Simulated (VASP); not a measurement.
TePt:

```
Te Pt
1.0
     1.98157    1.14406    6.66103
    -1.98157    1.14406    6.66103
     0.00000   -2.28812    6.66103
Te Pt
2 2
Direct
  0.59800 0.59800 0.59800
  0.40200 0.40200 0.40200
  0.87033 0.87033 0.87033
  0.12967 0.12967 0.12967
```

* Program: VASP 6.6.1
* Task: relaxation of cell and atoms
* Functional: rev-vdW-DF2
* Potentials or basis: VASP PAW PBE potentials, release 64 (Te, Pt)
* Cutoff: 600 eV
* k mesh: 11 × 11 × 11
* Occupations: methfessel-paxton, width 0.1 eV
* Spin: no spin polarisation

At the start: pressure 3.2 GPa; volume 22.65 Å³/atom.

**Question.** How do energy, volume and symmetry change on relaxing?

**Answer.** Over 10 steps the energy falls by 6.3 meV/atom and the volume is 23.15 Å³/atom (+2.2 %); space group R-3m (No. 166, to 0.05 Å).

The path:
| step | energy change (eV) | largest force (eV/Å) | pressure (GPa) | volume (Å³) |
| --- | --- | --- | --- | --- |
| 1 | 0.0000 | 0.4102 | 3.21 | 90.60 |
| 2 | 0.0511 | 0.5135 | -5.12 | 96.68 |
| 3 | -0.0241 | 0.0995 | -0.13 | 92.72 |
| 4 | -0.0241 | 0.1007 | -0.09 | 92.68 |
| 5 | -0.0251 | 0.0318 | 0.01 | 92.59 |
| 6 | -0.0253 | 0.0164 | 0.06 | 92.53 |
| 7 | -0.0253 | 0.0127 | 0.05 | 92.53 |
| 8 | -0.0253 | 0.0121 | -0.05 | 92.62 |
| 9 | -0.0253 | 0.0113 | -0.07 | 92.64 |
| 10 | -0.0254 | 0.0057 | -0.03 | 92.62 |

Final structure:
```xyz
4
Lattice="1.9932 1.1508 6.7299 -1.9932 1.1508 6.7299 0.0000 -2.3016 6.7299" Properties=species:S:1:pos:R:3 pbc="T T T"
Te    0.0000    0.0000   12.0850
Te    0.0000    0.0000    8.1048
Pt    0.0000    0.0000   17.5617
Pt    0.0000    0.0000    2.6281
```

Caveat: the PAW data sets were made with another functional, which shifts forces and pressure a little.
